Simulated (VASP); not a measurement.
Here is a VASP 6.6.1 calculation.

INCAR

```
SYSTEM = S
ALGO = Fast ; EDIFF = 1E-7
EDIFFG = -0.005 ; ENCUT = 480
GGA = PS ; IBRION = 2
ISIF = 3 ; ISMEAR = 0
LASPH = .TRUE. ; LCHARG = .FALSE.
LREAL = .FALSE. ; LWAVE = .FALSE.
NELM = 100 ; NSW = 90
PREC = Accurate ; SIGMA = 0.02
```

Contents of KPOINTS:

```
k-points
0
G
  6 6 6
  0 0 0
```

The input POSCAR:

```
S
1.0
    7.8483716200      0.0000000000      0.0000000000
   -3.9241858100      6.7968892000      0.0000000000
    0.0000000000      0.0000000000      4.3718472700
S
9
Direct
    0.1074698100      0.1074698100      0.5000000000
    0.4497097800      0.6897898700      0.7335943500
    0.6897898700      0.4497097800      0.2664056500
    0.8925301900      0.0000000000      0.1666666700
    0.2400800900      0.5502902200      0.0669276800
    0.3102101300      0.7599199100      0.4002610200
    0.5502902200      0.2400800900      0.9330723200
    0.7599199100      0.3102101300      0.5997389800
    0.0000000000      0.8925301900      0.8333333300
```

Potentials or basis: VASP PAW PBE potentials, release 64 (S).

The run is started by

```console
$ cat potpaw_PBE.64/S/POTCAR > POTCAR
$ mpirun -np 1 vasp_std > vasp.out
```

Question: What does it give for the relaxed volume?

Answer: 23.98 Å³/atom.

Question: Estimate the space group after relaxing (to 0.05 Å).

Answer: P3_221 (No. 154).

Question: What does it give for the relaxed cell?

Answer: a = 7.565 Å, b = 7.565 Å, c = 4.356 Å, α = 90.00°, β = 90.00°, γ = 120.00°.

Step by step:
```
step  energy change (eV)  largest force (eV/Å)  pressure (GPa)  volume (Å³)
   1              0.0000                0.0938           -0.19       233.21
   3             -0.0057                0.0652           -0.39       230.83
   5             -0.0102                0.0411            0.06       227.35
   7             -0.0125                0.0511            0.15       225.70
   9             -0.0264                0.0523            0.14       217.76
  11             -0.0284                0.0645            0.20       214.12
  13             -0.0293                0.0393           -0.04       214.76
  15             -0.0295                0.0148            0.01       214.73
  17             -0.0295                0.0081           -0.02       214.79
  19             -0.0296                0.0206            0.04       214.58
  21             -0.0296                0.0255            0.05       214.51
  23             -0.0297                0.0245            0.05       214.46
  25             -0.0298                0.0204            0.04       214.26
  27             -0.0302                0.0389            0.01       213.46
  29             -0.0304                0.0134            0.04       213.22
  31             -0.0304                0.0122            0.02       213.31
  33             -0.0305                0.0138           -0.03       213.60
  35             -0.0307                0.0074            0.00       213.66
  37             -0.0309                0.0191            0.03       213.85
  39             -0.0310                0.0566           -0.10       214.80
  41             -0.0313                0.0106            0.02       214.44
  43             -0.0314                0.0100            0.03       214.60
  45             -0.0314                0.0635           -0.01       215.95
  47             -0.0317                0.0167           -0.02       215.51
  49             -0.0318                0.0153           -0.02       215.81
  51             -0.0319                0.0234            0.02       215.92
  53             -0.0321                0.0094            0.01       216.19
  55             -0.0323                0.0289           -0.08       216.52
  57             -0.0326                0.0264           -0.01       216.45
  59             -0.0326                0.0359            0.02       216.41
  61             -0.0326                0.0204            0.00       216.43
  63             -0.0328                0.0112           -0.03       216.30
  65             -0.0329                0.0074           -0.02       216.06
  67             -0.0329                0.0051            0.01       216.00
  69             -0.0329                0.0072            0.01       215.94
  71             -0.0330                0.0038           -0.01       215.86
```

Caveat: the PAW data sets were made with another functional, which shifts forces and pressure a little.
